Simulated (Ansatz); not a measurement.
ZnTe (F-43m), HSE06 with spin-orbit coupling, rigid bands (Ansatz, a quantum-chemistry and plane-wave program): N_v = 1.52e19 cm⁻³ at 300 K and a hole conductivity mass of 0.450 mₑ.

Question: For 1e16 holes per cm³ at 300 K, place the Fermi level, estimate the Seebeck coefficient of a parabolic band with constant τ, and give mobility and conductivity for τ = 20 fs.

Answer: The level lies k_BT ln(N_v/p) = 0.189 eV above the valence-band maximum. S ≈ +(k_B/e)[ln(N_v/p) + 5/2] = 847 μV/K, against 845 μV/K from the full bands (mean over directions). μ = eτ/m = 78.2 cm²/(V·s) and σ = peμ = 0.125 S/cm. τ is assumed, not computed.

Band transport and this doping are assumed; polarons and phonon drag are left out. Geometry: cell and atoms relaxed with PBEsol.
